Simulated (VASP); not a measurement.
# InAs: single point with RPBE

**What was measured.**

A printed reference work, data compilation reports, for a bulk crystal of InAs at 4.2 K: band gap 0.418 eV (direct).

The system is InAs.

```xyz
2
Lattice="0.0000 3.1276 3.1276 3.1276 0.0000 3.1276 3.1276 3.1276 0.0000" Properties=species:S:1:pos:R:3 pbc="T T T"
In    0.0000    0.0000    0.0000
As    4.6915    4.6915    4.6915
```

* Program: VASP 6.6.1
* Task: single point
* Functional: RPBE
* Potentials or basis: VASP PAW PBE potentials, release 64 (In_d, As)
* Cutoff: 520 eV
* k mesh: 8 × 8 × 8
* Occupations: fermi-dirac, width 0.05 eV
* Spin: no spin polarisation
* Dipole correction: no
* Further INCAR settings: ALGO = Normal; EDIFF = 1e-06; NBANDS = 16

The pressure is 0.0 GPa. The band gap on the k mesh is zero (filled and empty bands touch).

Levels at points of the mesh, in eV from the Fermi level:
```tsv
k point	band 5	band 6	band 7	band 8	band 9	band 10	band 11	band 12	band 13	band 14
(0.00, 0.00, 0.00)	-14.22	-11.27	-0.64	-0.06	-0.06	-0.06	3.84	3.84	3.84	7.35
(0.50, 0.00, 0.00)	-14.21	-10.10	-5.29	-0.90	-0.90	0.79	4.60	4.60	6.80	8.67
(0.50, 0.50, 0.00)	-14.20	-9.66	-5.44	-2.04	-2.04	1.77	2.05	8.59	8.59	8.66
```

It took 17 s on 1 thread of Intel(R) Xeon(R) 6975P-C (Granite Rapids) (shared host), peak memory 0.21 GiB.

Against the measured gap of InAs, 0.418 eV (direct; 4.2 K; a printed reference work, data compilation), the calculated 0.00 eV is off by -0.42 eV. Spin-orbit coupling on As, In is left out. The value is that of RPBE on a finite k mesh, which can miss the band edges, without temperature or zero-point motion. Semilocal functionals fall short of measured gaps as a rule.

Caveat: the PAW data sets were made with another functional, which shifts forces and pressure a little; spin-orbit coupling is left out, which moves the levels of the heavy elements.
